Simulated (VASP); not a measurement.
Set up this calculation in VASP 6.6.1, as the native input.

```
Task                   : single point
Functional             : PBE
Potentials or basis    : VASP PAW PBE potentials, release 64 (Cd, S)
Cutoff                 : 750 eV
k mesh                 : 9 × 9 × 5
Occupations            : gaussian, width 0.02 eV
Spin                   : spin-orbit coupling, no magnetisation
Further INCAR settings : ALGO = Normal; EDIFF = 1e-08; NBANDS = 52
```

The structure of CdS (Greenockite) lies in POSCAR:

```
CdS
1.0
    4.1500000000      0.0000000000      0.0000000000
   -2.0750000000      3.5940054257      0.0000000000
    0.0000000000      0.0000000000      6.7370000000
Cd S
2 2
Direct
    0.6666666667      0.3333333333      0.5000000000
    0.3333333333      0.6666666667      0.0000000000
    0.6666666667      0.3333333333      0.8750000000
    0.3333333333      0.6666666667      0.3750000000
```

One way to write it, as run:

INCAR

```
ALGO     = Normal         # electronic algorithm
EDIFF    = 1E-8           # SCF threshold, eV
ENCUT    = 750            # plane-wave cutoff, eV
GGA      = PE             # functional
GGA_COMPAT= F            
ISIF     = 2              # what is computed and relaxed
ISMEAR   = 0              # smearing method
LASPH    = T              # aspherical terms in the spheres
LCHARG   = F              # write CHGCAR
LORBIT   = 11             # projections on sites
LREAL    = F              # projectors in reciprocal space
LSORBIT  = T              # spin-orbit coupling
LWAVE    = F              # write WAVECAR
MAGMOM   = 0 0 0 0 0 0 0 0 0 0 0 0 # initial moments
NBANDS   = 52             # bands
NELM     = 100            # most SCF steps
PREC     = Accurate       # precision mode
SIGMA    = 0.02           # smearing width, eV
```

KPOINTS

```
k-points
0
Gamma
  9 9 5
```

Potentials or basis: VASP PAW PBE potentials, release 64 (Cd, S).

Command:

```sh
$ cat potpaw_PBE.64/Cd/POTCAR potpaw_PBE.64/S/POTCAR > POTCAR
$ mpirun -np 1 vasp_ncl > vasp.out
```

It gave:

| Item | Value |
| --- | --- |
| Pressure | 2.4 GPa |
| Largest force | 0.069 eV/Å |
| Valence electrons inside the program's atomic spheres | Cd 10.31; S 3.72 |

Wall time 17 min on 1 thread of AMD EPYC 7R13 Processor (Zen 3), on a shared host, peak memory 1.1 GiB.
